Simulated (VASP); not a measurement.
# TePb (Fm-3m) in VASP: settings compared

Aim: see how the results for TePb move with the level of theory and the settings. Levels: PBE, HSE06, PBE0, PBE-EpsX. Tasks: band structure.

Everything below comes from runs of VASP 6.6.1. Logs are shortened: lines on timing, memory, paths and dates and some standing lists are left out, and cuts for length are marked.

**Experimental background.**

From a printed reference work, monograph, for a bulk crystal of TePb at 4.2 K: band gap 0.19 eV (direct).

The runs below are set against these values where they give the same quantity.

### Step 1. The crystal as given

The structure is cubic, space group Fm-3m (No. 225). Conventional cell: a = 6.444 Å, b = 6.444 Å, c = 6.444 Å, α = 90.00°, β = 90.00°, γ = 90.00°. Around Te (site symmetry m-3m) lie 6 Pb at 3.22 Å. Pb (site symmetry m-3m) is surrounded by 6 Te at 3.22 Å.

### Step 2. Band structure, PBE

INCAR

```
SYSTEM = TePb
ALGO = Normal
EDIFF = 1E-6
ENCUT = 520
GGA = PE
ISIF = 2
ISMEAR = 0
KPAR = 4
LASPH = .True.
LCHARG = .False.
LREAL = .False.
LWAVE = .False.
NELM = 80
PREC = Accurate
SIGMA = 0.03
```

KPOINTS

```
k-points
0
Gamma
  6 6 6
  0 0 0
```

POSCAR

```
TePb                                    
1.0
    0.0000000000      3.2218515824      3.2218515824
    3.2218515824      0.0000000000      3.2218515824
    3.2218515824      3.2218515824      0.0000000000
  Te              Pb            
     1     1
Direct
     0.5000000000000000    0.5000000000000000    0.5000000000000000
     0.0000000000000000    0.0000000000000000    0.0000000000000000
```

KPOINTS_OPT

```
explicit points
6
Reciprocal
 0.0000000000  0.0000000000  0.0000000000 1
 0.3750000000  0.3750000000  0.7500000000 1
 0.5000000000  0.5000000000  0.5000000000 1
 0.6250000000  0.2500000000  0.6250000000 1
 0.5000000000  0.2500000000  0.7500000000 1
 0.5000000000  0.0000000000  0.5000000000 1
```

Potentials or basis: VASP PAW PBE potentials, release 64 (Te, Pb_d).

Command:

```console
> cat potpaw_PBE.64/Te/POTCAR potpaw_PBE.64/Pb_d/POTCAR > POTCAR
> mpirun -np 4 vasp_std > vasp.out
```

OUTCAR:

```text
SYSTEM = TePb
   EDIFF = 1E-6
   ENCUT = 520
   GGA = PE
   ISIF = 2
   ISMEAR = 0
   LASPH = .True.
   LREAL = .False.
   NELM = 80
   PREC = Accurate

 ion  position               nearest neighbor table
   1  0.500  0.500  0.500-   2 3.22   2 3.22   2 3.22   2 3.22   2 3.22   2 3.22
   2  0.000  0.000  0.000-   1 3.22   1 3.22   1 3.22   1 3.22   1 3.22   1 3.22

  LATTYP: Found a face centered cubic cell.
 ALAT       =     6.4437031648

  Lattice vectors:

 A1 = (   0.0000000000,   3.2218515824,   3.2218515824)
 A2 = (   3.2218515824,   0.0000000000,   3.2218515824)
 A3 = (   3.2218515824,   3.2218515824,   0.0000000000)

Analysis of symmetry for initial positions (statically):
=====================================================================
 Subroutine PRICEL returns:
 Original cell was already a primitive cell.

 Routine SETGRP: Setting up the symmetry group for a
 face centered cubic supercell.

 Subroutine GETGRP returns: Found 48 space group operations
 (whereof 48 operations were pure point group operations)
 out of a pool of 48 trial point group operations.

The static configuration has the point symmetry O_h .

Analysis of symmetry for dynamics (positions and initial velocities):
=====================================================================
 Subroutine PRICEL returns:
 Original cell was already a primitive cell.

 Routine SETGRP: Setting up the symmetry group for a
 face centered cubic supercell.

 Subroutine GETGRP returns: Found 48 space group operations
 (whereof 48 operations were pure point group operations)
 out of a pool of 48 trial point group operations.

The dynamic configuration has the point symmetry O_h .

 Subroutine INISYM returns: Found 48 space group operations
 (whereof 48 operations are pure point group operations),
 and found     1 'primitive' translations

----------------------------------------------------------------------------------------

                                     Primitive cell

  volume of cell :      66.8877

  direct lattice vectors                    reciprocal lattice vectors
     0.000000000  3.221851582  3.221851582    -0.155190265  0.155190265  0.155190265
     3.221851582  0.000000000  3.221851582     0.155190265 -0.155190265  0.155190265
     3.221851582  3.221851582  0.000000000     0.155190265  0.155190265 -0.155190265

  length of vectors
[... 83 lines left out ...]
   PSTRESS=    0.0 pullay stress
   NELECT =      20.0000    total number of electrons
   NUPDOWN=      -1.0000    fix difference up-down
   EMIN   =  10.00;   EMAX   =-10.00  energy-range for DOS
   EFERMI =   0.00;   METHOD = LEGACY
   ISMEAR =     0;   SIGMA  =   0.03  broadening in eV -4-tet -1-fermi 0-gaus
   EFERMI_NEDOS =   21; number of points for ismear=-14 and -15
   IALGO  =     38    algorithm
   IMIX   =      4    mixing-type and parameters
     AMIX     =   0.40;   BMIX     =  1.00
     AMIX_MAG =   1.60;   BMIX_MAG =  1.00
  volume/ion in A,a.u.               =      33.44       225.69
  Fermi-wavevector in a.u.,A,eV,Ry     =   1.094719  2.068719 16.305352  1.198410
  Thomas-Fermi vector in A             =   2.231029
   LORBIT       =      0    0 simple, 1 ext, 2 COOP (PROOUT), +10 PAW based schemes
   GGA     = PE    functional components
   LHFCALC =     F    Hartree Fock is set to
   AEXX    =    0.0000 exact exchange contribution
   IVDW    =     0    specifies the selected vdW correction
   LEPSILON=     F    determine dielectric tensor
   LRPA    =     F    only Hartree local field effects (RPA)
 non-spin polarized calculation
 Gauss-broadening in eV      SIGMA  =   0.03
  energy-cutoff  :      520.00
  volume of cell :       66.89
 maximum number of plane-waves:      1820
 NGX is ok and might be reduce to    36
   NGX = 17   NGY = 17   NGZ = 17

 number of electron      20.0000002 magnetization

 Free energy of the ion-electron system (eV)
  ---------------------------------------------------
  ext. energy  EPLUGINS =         0.00000000
  ---------------------------------------------------
  free energy    TOTEN  =        -7.49371595 eV

  energy without entropy =       -7.49371595  energy(sigma->0) =       -7.49371595

 E-fermi :   5.8897     XC(G=0):  -9.3392

 val. band max:        5.7383281954   @ k =   0.5000   0.0000   0.0000
 cond. band min:       6.4549438788   @ k =   0.5000   0.0000   0.0000
 fundamental gap:      0.7166156834
 Fermi energy:         5.8896551106

 k-point     1 :       0.0000    0.0000    0.0000
  band No.  band energies     occupation
      1     -11.0013      2.00000
      2     -11.0013      2.00000
      3     -10.9914      2.00000
      4     -10.9914      2.00000
      5     -10.9914      2.00000
      6      -6.3549      2.00000
      7       0.1622      2.00000
      8       4.3556      2.00000
      9       4.3556      2.00000
     10       4.3556      2.00000
     11       9.8226      0.00000
     12       9.8226      0.00000
     13       9.8226      0.00000
     14      11.5111      0.00000
[... 241 lines left out ...]
      1     -11.0529      2.00000
      2     -10.9988      2.00000
      3     -10.9928      2.00000
      4     -10.9742      2.00000
      5     -10.9644      2.00000
      6      -4.5244      2.00000
      7      -2.1182      2.00000
      8       1.5069      2.00000
      9       2.3350      2.00000
     10       4.4533      2.00000
     11       8.5387      0.00000
     12      10.0355      0.00000
     13      11.7507      0.00000
     14      11.8078      0.00000

------------------------ aborting loop because EDIFF is reached ----------------------------------------

  FORCE on cell =-STRESS in cart. coord.  units (eV):
  Direction    XX          YY          ZZ          XY          YZ          ZX
  --------------------------------------------------------------------------------------
  -------------------------------------------------------------------------------------
  Total        1.0421001      1.0421001      1.0421001      0.0000000     -0.0000000     -0.0000000
  in kB       24.9616581     24.9616581     24.9616581      0.0000000     -0.0000000     -0.0000000
  external PRESSURE =      24.9616581 kB  Pullay stress =       0.0000000 kB

 VOLUME and BASIS-vectors are now :
 -----------------------------------------------------------------------------
  energy-cutoff  :      520.00
  volume of cell :       66.89
      direct lattice vectors                 reciprocal lattice vectors
     0.000000000  3.221851582  3.221851582    -0.155190265  0.155190265  0.155190265
     3.221851582  0.000000000  3.221851582     0.155190265 -0.155190265  0.155190265
     3.221851582  3.221851582  0.000000000     0.155190265  0.155190265 -0.155190265

 POSITION                                       TOTAL-FORCE (eV/Angst)
 -----------------------------------------------------------------------------------
      3.22185      3.22185      3.22185         0.000000      0.000000      0.000000
      0.00000      0.00000      0.00000         0.000000      0.000000     -0.000000
 -----------------------------------------------------------------------------------
    total drift:                               -0.000000      0.000000      0.000000

  FREE ENERGIE OF THE ION-ELECTRON SYSTEM (eV)
  ---------------------------------------------------
  free  energy   TOTEN  =        -7.4937159540 eV

  energy  without entropy=       -7.4937159540  energy(sigma->0) =       -7.49371595
```

OSZICAR:

```text
N       E                     dE             d eps       ncg     rms          rms(c)
DAV:   1     0.153940417179E+03    0.15394E+03   -0.92356E+03   448   0.138E+03
DAV:   2     0.396513038481E+01   -0.14998E+03   -0.14750E+03   466   0.339E+02
DAV:   3    -0.732284318036E+01   -0.11288E+02   -0.11249E+02   604   0.994E+01
DAV:   4    -0.760242978658E+01   -0.27959E+00   -0.27951E+00   550   0.185E+01
DAV:   5    -0.761177603540E+01   -0.93462E-02   -0.93461E-02   604   0.300E+00    0.344E+00
DAV:   6    -0.749538984995E+01    0.11639E+00   -0.27448E-01   622   0.434E+00    0.215E+00
DAV:   7    -0.749201961587E+01    0.33702E-02   -0.86977E-02   548   0.170E+00    0.915E-01
DAV:   8    -0.749367071547E+01   -0.16511E-02   -0.94583E-03   526   0.116E+00    0.159E-01
DAV:   9    -0.749368031105E+01   -0.95956E-05   -0.98617E-04   636   0.390E-01    0.559E-02
DAV:  10    -0.749370818462E+01   -0.27874E-04   -0.11665E-04   490   0.937E-02    0.226E-02
DAV:  11    -0.749371619315E+01   -0.80085E-05   -0.45297E-05   534   0.623E-02    0.183E-02
DAV:  12    -0.749371595400E+01    0.23915E-06   -0.30862E-06   544   0.132E-02
   1 F= -.74937160E+01 E0= -.74937160E+01  d E =-.279158E-14
       N       E                     dE             ncg
DAV:   1     0.653551614303E+03   -0.29256E+04      168
DAV:   2    -0.221125966535E+03   -0.87468E+03      180
DAV:   3    -0.283457451497E+03   -0.62331E+02      216
DAV:   4    -0.285042131207E+03   -0.15847E+01      222
DAV:   5    -0.285088567926E+03   -0.46437E-01      252
DAV:   6    -0.285088981539E+03   -0.41361E-03      216
DAV:   7    -0.285088993218E+03   -0.11679E-04      252
DAV:   8    -0.285088993292E+03   -0.74084E-07      150
```

Wall time 8.3 s (4 MPI ranks of Intel Xeon Platinum 8559C (Emerald Rapids), shared host); peak memory 0.21 GiB.

Results:

| Property | Result |
| --- | --- |
| Free energy | -7.4937 eV |
| Pressure | 2.5 GPa |
| Band gap on the k mesh | 0.72 eV, direct |
| Band gap along the path | 0.72 eV, direct |

Caveat: spin-orbit coupling is left out, which as a rule narrows the gap of such compounds by several tenths of an eV.

### Step 3. Band structure, HSE06

POSCAR is that of step 2.

INCAR.step1

```
SYSTEM = TePb
ALGO = Normal
EDIFF = 1E-5
ENCUT = 520
GGA = PE
ISIF = 2
ISMEAR = 0
KPAR = 4
LASPH = .True.
LCHARG = .False.
LREAL = .False.
LWAVE = .True.
NELM = 80
PREC = Accurate
SIGMA = 0.03
```

INCAR.step2

```
SYSTEM = TePb
ALGO = Normal
EDIFF = 1E-6
ENCUT = 520
GGA = PE
HFSCREEN = 0.2
ISIF = 2
ISMEAR = 0
ISTART = 1
KPAR = 4
LASPH = .True.
LCHARG = .False.
LHFCALC = .True.
LREAL = .False.
LWAVE = .False.
NELM = 80
PREC = Accurate
PRECFOCK = Fast
SIGMA = 0.03
```

KPOINTS is that of step 2.

KPOINTS_OPT is that of step 2.

Potentials or basis: VASP PAW PBE potentials, release 64 (Te, Pb_d).

Command:

```console
> cat potpaw_PBE.64/Te/POTCAR potpaw_PBE.64/Pb_d/POTCAR > POTCAR
> cp INCAR.step1 INCAR
> mpirun -np 4 vasp_std > vasp.out
> cp INCAR.step2 INCAR
> mpirun -np 4 vasp_std > vasp.out
```

It took 9.9 min on 4 MPI ranks of Intel Xeon Platinum 8559C (Emerald Rapids), shared host; peak memory 0.34 GiB.

It converged, with:

```yaml
Free_energy: -8.9980 eV
Pressure: 1.4 GPa
Band_gap_on_the_k_mesh: 1.07 eV, direct
Band_gap_along_the_path: 1.07 eV, direct
```

Levels at points of the mesh, in eV from the valence-band top:
```
           k point  band 6  band 7  band 8  band 9  band 10  band 11  band 12  band 13  band 14
(0.00, 0.00, 0.00)  -13.38   -5.92   -1.64   -1.64    -1.64     4.77     4.77     4.77     6.35
(0.50, 0.00, 0.00)  -11.77   -9.47   -1.16   -1.16     0.00     1.07     1.62     1.62     9.17
(0.50, 0.50, 0.00)  -11.46   -7.89   -5.18   -3.26    -3.26     3.66     6.31     6.31     7.66
```

Caveat: the PAW data sets were made with another functional, which shifts forces and pressure a little; spin-orbit coupling is left out, which as a rule narrows the gap of such compounds by several tenths of an eV.

(Part 1 of 2 ends here.)
